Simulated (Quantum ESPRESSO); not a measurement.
Hf:

```
CELL_PARAMETERS angstrom
-1.80500 1.80500 1.80500
1.80500 -1.80500 1.80500
1.80500 1.80500 -1.80500
ATOMIC_POSITIONS crystal
Hf 0.00000 0.00000 0.00000
```

This isn't the form of Hf at room conditions, which is hcp.

Base run:

- Program: Quantum ESPRESSO 7.5
- Functional: RPBE
- Potentials or basis: SG15 PBE 1.2
- Cutoff: 884 eV
- Density cutoff: 3537 eV
- k mesh: 10 × 10 × 10
- Occupations: fermi-dirac, width 0.05 eV
- Spin: no spin polarisation

Its results: band gap on the k mesh none (metal or under the smearing width); pressure 0.2 GPa.

After a change of settings the same cell gave: band gap on the k mesh none (metal or under the smearing width); pressure -15.3 GPa. Which change was it?
A. functional from RPBE to PBEsol
B. functional from RPBE to rev-vdW-DF2
C. functional from RPBE to AM05
D. functional from RPBE to LDA

D.

LDA binds more tightly than RPBE, so the same cell stands under less pressure.

Caveats: the potentials were made for another functional, which shifts forces and pressure; spin-orbit coupling is left out, which moves the levels of the heavy elements.

Runs at the PBE level aren't shown here.
